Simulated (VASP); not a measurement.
# SnO2 (Pa-3) in VASP: single point with PBEsol

Aim: the single point of SnO2 with PBEsol.

All numbers are computed with VASP 6.6.1; they aren't measurements. Logs are shortened: lines on timing, memory, paths and dates and some standing lists are left out, and cuts for length are marked.

## Step 1: Starting point

It takes space group Pa-3 (No. 205, cubic). The conventional cell has a = 5.116 Å, b = 5.116 Å, c = 5.116 Å, α = 90.00°, β = 90.00°, γ = 90.00°. Sn (site symmetry -3) is surrounded by 6 O at 2.09 Å. O (site symmetry 3) has 3 Sn at 2.09 Å as nearest neighbours.

Measurements of this composition are mostly on another form, of space group No. 136.

## Step 2: Single point, PBEsol, non-collinear spin, zero start, spin-orbit coupling

The input, INCAR:

```
PREC     = Accurate       # precision mode
ENCUT    = 520            # plane-wave cutoff, eV
EDIFF    = 1E-6           # SCF threshold, eV
ISMEAR   = 0              # smearing method
SIGMA    = 0.02           # smearing width, eV
LREAL    = F              # projectors in reciprocal space
LASPH    = T              # aspherical terms in the spheres
NELM     = 80             # most SCF steps
ALGO     = Normal         # electronic algorithm
ISIF     = 2              # what is computed and relaxed
LWAVE    = F              # write WAVECAR
LCHARG   = F              # write CHGCAR
MAGMOM   = 0 0 0 0 0 0 0 0 0 0 0 0 0 0 0 0 0 0 0 0 0 0 0 0 0 0 0 0 0 0 0 0 0 0 0 0 # initial moments
LORBIT   = 11             # projections on sites
LSORBIT  = T              # spin-orbit coupling
GGA_COMPAT= F            
GGA      = PS             # functional
```

The input, KPOINTS:

```
Automatic mesh
0
Gamma
  6 6 6
```

The input, POSCAR:

```
SnO2
1.0
    5.1161500000      0.0000000000      0.0000000000
    0.0000000000      5.1161500000      0.0000000000
    0.0000000000      0.0000000000      5.1161500000
Sn O
4 8
Direct
    0.0000000000      0.5000000000      0.5000000000
    0.5000000000      0.5000000000      0.0000000000
    0.5000000000      0.0000000000      0.5000000000
    0.0000000000      0.0000000000      0.0000000000
    0.3391800000      0.1608200000      0.8391800000
    0.1608200000      0.8391800000      0.3391800000
    0.8391800000      0.3391800000      0.1608200000
    0.6608200000      0.6608200000      0.6608200000
    0.3391800000      0.3391800000      0.3391800000
    0.1608200000      0.6608200000      0.8391800000
    0.8391800000      0.1608200000      0.6608200000
    0.6608200000      0.8391800000      0.1608200000
```

Potentials or basis: VASP PAW PBE potentials, release 64 (Sn_d, O).

On the command line:

```bash
cat potpaw_PBE.64/Sn_d/POTCAR potpaw_PBE.64/O/POTCAR > POTCAR
mpirun -np 1 vasp_ncl > vasp.out
```

OUTCAR:

```text
PREC = Accurate
   ENCUT = 520
   EDIFF = 1E-6
   ISMEAR = 0
   LREAL = F
   LASPH = T
   NELM = 80
   ISIF = 2
   LORBIT = 11
   LSORBIT = T
   GGA = PS

 ion  position               nearest neighbor table
   1  0.000  0.500  0.500-   6 2.09   7 2.09   8 2.09   9 2.09  10 2.09  11 2.09   2 3.62   3 3.62
                             4 3.62   2 3.62   4 3.62   3 3.62   4 3.62   4 3.62   2 3.62   3 3.62
   2  0.500  0.500  0.000-   5 2.09   7 2.09   8 2.09   9 2.09  10 2.09  12 2.09   1 3.62   3 3.62
                             4 3.62   1 3.62   3 3.62   3 3.62   4 3.62   3 3.62   1 3.62   4 3.62
   3  0.500  0.000  0.500-   5 2.09   6 2.09   8 2.09   9 2.09  11 2.09  12 2.09   1 3.62   2 3.62
                             4 3.62   2 3.62   4 3.62   1 3.62   2 3.62   2 3.62   1 3.62   4 3.62
   4  0.000  0.000  0.000-   5 2.09   6 2.09   7 2.09  10 2.09  11 2.09  12 2.09   1 3.62   2 3.62
                             3 3.62   1 3.62   3 3.62   1 3.62   2 3.62   1 3.62   2 3.62   3 3.62
   5  0.339  0.161  0.839-   2 2.09   3 2.09   4 2.09
   6  0.161  0.839  0.339-   1 2.09   3 2.09   4 2.09
   7  0.839  0.339  0.161-   1 2.09   2 2.09   4 2.09
   8  0.661  0.661  0.661-   1 2.09   2 2.09   3 2.09
   9  0.339  0.339  0.339-   1 2.09   2 2.09   3 2.09
  10  0.161  0.661  0.839-   1 2.09   2 2.09   4 2.09
  11  0.839  0.161  0.661-   1 2.09   3 2.09   4 2.09
  12  0.661  0.839  0.161-   2 2.09   3 2.09   4 2.09

  LATTYP: Found a simple cubic cell.
 ALAT       =     5.1161500000

  Lattice vectors:

 A1 = (   5.1161500000,   0.0000000000,   0.0000000000)
 A2 = (   0.0000000000,   5.1161500000,   0.0000000000)
 A3 = (   0.0000000000,   0.0000000000,   5.1161500000)

Analysis of symmetry for initial positions (statically):
=====================================================================
 Subroutine PRICEL returns:
 Original cell was already a primitive cell.

 Routine SETGRP: Setting up the symmetry group for a
 simple cubic supercell.

 Subroutine GETGRP returns: Found 24 space group operations
 (whereof  6 operations were pure point group operations)
 out of a pool of 48 trial point group operations.

The static configuration has the point symmetry S_6 .
 The point group associated with its full space group is T_h .

Analysis of symmetry for dynamics (positions and initial velocities):
=====================================================================
 Subroutine PRICEL returns:
 Original cell was already a primitive cell.

 Routine SETGRP: Setting up the symmetry group for a
 simple cubic supercell.

 Subroutine GETGRP returns: Found 24 space group operations
 (whereof  6 operations were pure point group operations)
 out of a pool of 48 trial point group operations.

The dynamic configuration has the point symmetry S_6 .
 The point group associated with its full space group is T_h .

Analysis of structural, dynamic, and magnetic symmetry:
=====================================================================
 Subroutine PRICEL returns:
 Original cell was already a primitive cell.

 Routine SETGRP: Setting up the symmetry group for a
 simple cubic supercell.

 Subroutine GETGRP returns: Found 24 space group operations
 (whereof  6 operations were pure point group operations)
 out of a pool of 48 trial point group operations.

The overall configuration has the point symmetry S_6 .
 The point group associated with its full space group is T_h .

 Subroutine INISYM returns: Found 24 space group operations
 (whereof  6 operations are pure point group operations),
 and found     1 'primitive' translations

----------------------------------------------------------------------------------------

                                     Primitive cell

  volume of cell :     133.9152

  direct lattice vectors                    reciprocal lattice vectors
     5.116150000  0.000000000  0.000000000     0.195459476  0.000000000  0.000000000
     0.000000000  5.116150000  0.000000000     0.000000000  0.195459476  0.000000000
[... 3020 lines left out ...]
    116      14.2787      0.00000
 [bands above 116 left out]

------------------------ aborting loop because EDIFF is reached ----------------------------------------

  FORCE on cell =-STRESS in cart. coord.  units (eV):
  Direction    XX          YY          ZZ          XY          YZ          ZX
  --------------------------------------------------------------------------------------
  -------------------------------------------------------------------------------------
  Total        0.1165060      0.1165060      0.1165060      0.0000000      0.0000000      0.0000000
  in kB        1.3938922      1.3938922      1.3938922      0.0000000      0.0000000      0.0000000
  external PRESSURE =       1.3938922 kB  Pullay stress =       0.0000000 kB

 VOLUME and BASIS-vectors are now :
 -----------------------------------------------------------------------------
  energy-cutoff  :      520.00
  volume of cell :      133.92
      direct lattice vectors                 reciprocal lattice vectors
     5.116150000  0.000000000  0.000000000     0.195459476  0.000000000  0.000000000
     0.000000000  5.116150000  0.000000000     0.000000000  0.195459476  0.000000000
     0.000000000  0.000000000  5.116150000     0.000000000  0.000000000  0.195459476

 POSITION                                       TOTAL-FORCE (eV/Angst)
 -----------------------------------------------------------------------------------
      0.00000      2.55808      2.55808         0.000000     -0.000000      0.000000
      2.55808      2.55808      0.00000         0.000000     -0.000000      0.000000
      2.55808      0.00000      2.55808         0.000000     -0.000000      0.000000
      0.00000      0.00000      0.00000         0.000000     -0.000000      0.000000
      1.73530      0.82278      4.29337         0.002188     -0.002188      0.002188
      0.82278      4.29337      1.73530        -0.002188      0.002188      0.002188
      4.29337      1.73530      0.82278         0.002188      0.002188     -0.002188
      3.38085      3.38085      3.38085        -0.002188     -0.002188     -0.002188
      1.73530      1.73530      1.73530         0.002188      0.002188      0.002188
      0.82278      3.38085      4.29337        -0.002188     -0.002188      0.002188
      4.29337      0.82278      3.38085         0.002188     -0.002188     -0.002188
      3.38085      4.29337      0.82278        -0.002188      0.002188     -0.002188
 -----------------------------------------------------------------------------------
    total drift:                               -0.000000      0.000000      0.000000

  FREE ENERGIE OF THE ION-ELECTRON SYSTEM (eV)
  ---------------------------------------------------
  free  energy   TOTEN  =       -78.5225134429 eV

  energy  without entropy=      -78.5225134429  energy(sigma->0) =      -78.52251344

 Spin-Orbit-Coupling matrix elements

 Ion:    1  E_soc:     -0.0737358
 l=   1
     0.0000000    -0.0065240    -0.0065240
    -0.0065240     0.0000000    -0.0065240
    -0.0065240    -0.0065240     0.0000000
 l=   2
     0.0000000    -0.0011450     0.0000000    -0.0011450    -0.0046203
    -0.0011450     0.0000000    -0.0034665    -0.0011450    -0.0011538
     0.0000000    -0.0034665     0.0000000    -0.0034640     0.0000000
    -0.0011450    -0.0011450    -0.0034640     0.0000000    -0.0011563
    -0.0046203    -0.0011538     0.0000000    -0.0011563     0.0000000
 l=   3
     0.0000000     0.0000000     0.0000000     0.0000000     0.0000000     0.0000000     0.0000000
     0.0000000     0.0000000     0.0000000     0.0000000     0.0000000     0.0000000     0.0000000
     0.0000000     0.0000000     0.0000000     0.0000000     0.0000000     0.0000000     0.0000000
     0.0000000     0.0000000     0.0000000     0.0000000     0.0000000     0.0000000     0.0000000
[... 209 lines left out ...]
 l=   2
     0.0000000     0.0000000     0.0000000     0.0000000     0.0000000
     0.0000000     0.0000000     0.0000000     0.0000000     0.0000000
     0.0000000     0.0000000     0.0000000     0.0000000     0.0000000
     0.0000000     0.0000000     0.0000000     0.0000000     0.0000000
     0.0000000     0.0000000     0.0000000     0.0000000     0.0000000
 l=   3
     0.0000000     0.0000000     0.0000000     0.0000000     0.0000000     0.0000000     0.0000000
     0.0000000     0.0000000     0.0000000     0.0000000     0.0000000     0.0000000     0.0000000
     0.0000000     0.0000000     0.0000000     0.0000000     0.0000000     0.0000000     0.0000000
     0.0000000     0.0000000     0.0000000     0.0000000     0.0000000     0.0000000     0.0000000
     0.0000000     0.0000000     0.0000000     0.0000000     0.0000000     0.0000000     0.0000000
     0.0000000     0.0000000     0.0000000     0.0000000     0.0000000     0.0000000     0.0000000
     0.0000000     0.0000000     0.0000000     0.0000000     0.0000000     0.0000000     0.0000000

 total charge

# of ion       s       p       d       tot
------------------------------------------
    1        0.887   1.044  10.337  12.269
    2        0.887   1.044  10.337  12.269
    3        0.887   1.044  10.337  12.269
    4        0.887   1.044  10.337  12.269
    5        1.561   3.467   0.000   5.028
    6        1.561   3.467   0.000   5.028
    7        1.561   3.467   0.000   5.028
    8        1.561   3.467   0.000   5.028
    9        1.561   3.467   0.000   5.028
   10        1.561   3.467   0.000   5.028
   11        1.561   3.467   0.000   5.028
   12        1.561   3.467   0.000   5.028
--------------------------------------------------
tot         16.036  31.917  41.348  89.301

 magnetization (x)

# of ion       s       p       d       tot
------------------------------------------
    1        0.000   0.000  -0.000   0.000
    2       -0.000  -0.000   0.000  -0.000
    3        0.000   0.000  -0.000   0.000
    4       -0.000  -0.000   0.000  -0.000
    5       -0.000  -0.000   0.000  -0.000
    6        0.000   0.000   0.000   0.000
    7       -0.000  -0.000   0.000  -0.000
    8        0.000   0.000   0.000   0.000
    9        0.000   0.000   0.000   0.000
   10       -0.000  -0.000   0.000  -0.000
   11        0.000   0.000   0.000   0.000
   12       -0.000  -0.000   0.000  -0.000
--------------------------------------------------
tot          0.000  -0.000   0.000  -0.000

 magnetization (y)

# of ion       s       p       d       tot
------------------------------------------
    1       -0.000  -0.000   0.000  -0.000
    2        0.000   0.000  -0.000   0.000
    3        0.000   0.000  -0.000   0.000
    4       -0.000  -0.000   0.000  -0.000
    5        0.000   0.000   0.000   0.000
    6       -0.000  -0.000   0.000  -0.000
    7       -0.000  -0.000   0.000  -0.000
    8        0.000   0.000   0.000   0.000
    9        0.000   0.000   0.000   0.000
   10       -0.000  -0.000   0.000  -0.000
   11       -0.000  -0.000   0.000  -0.000
   12        0.000   0.000   0.000   0.000
--------------------------------------------------
tot          0.000  -0.000   0.000  -0.000

 magnetization (z)

# of ion       s       p       d       tot
------------------------------------------
    1        0.000   0.000  -0.000   0.000
    2        0.000   0.000  -0.000   0.000
    3       -0.000  -0.000   0.000  -0.000
    4       -0.000  -0.000   0.000  -0.000
    5       -0.000  -0.000   0.000  -0.000
    6       -0.000  -0.000   0.000  -0.000
    7        0.000   0.000   0.000   0.000
    8        0.000   0.000   0.000   0.000
    9        0.000   0.000   0.000   0.000
   10        0.000   0.000   0.000   0.000
   11       -0.000  -0.000   0.000  -0.000
   12       -0.000  -0.000   0.000  -0.000
--------------------------------------------------
tot         -0.000   0.000   0.000   0.000
```

It took 15 min on 1 thread of Intel Xeon Platinum 8375C at 2.90GHz (Ice Lake), shared host; peak memory 0.81 GiB.

What came out:

```
Free energy                                           : -78.5225 eV
Pressure                                              : 0.1 GPa
Largest force                                         : 0.004 eV/Å
Net moment                                            : 0.00 μB per cell
Valence electrons inside the program's atomic spheres : Sn 12.27; O 5.03
```

Forces in eV/Å, atoms in the order of the input:
```
Sn   0.000  0.000  0.000
Sn   0.000  0.000  0.000
Sn   0.000  0.000  0.000
Sn   0.000  0.000  0.000
O    0.002 -0.002  0.002
O   -0.002  0.002  0.002
O    0.002  0.002 -0.002
O   -0.002 -0.002 -0.002
O    0.002  0.002  0.002
O   -0.002 -0.002  0.002
O    0.002 -0.002 -0.002
O   -0.002  0.002 -0.002
```

Moments on the atoms (μB; x, y, z):
```
Sn  0.00 0.00 0.00
Sn  0.00 0.00 0.00
Sn  0.00 0.00 0.00
Sn  0.00 0.00 0.00
O   0.00 0.00 0.00
O   0.00 0.00 0.00
O   0.00 0.00 0.00
O   0.00 0.00 0.00
O   0.00 0.00 0.00
O   0.00 0.00 0.00
O   0.00 0.00 0.00
O   0.00 0.00 0.00
```

Caveat: the PAW data sets were made with another functional, which shifts forces and pressure a little.
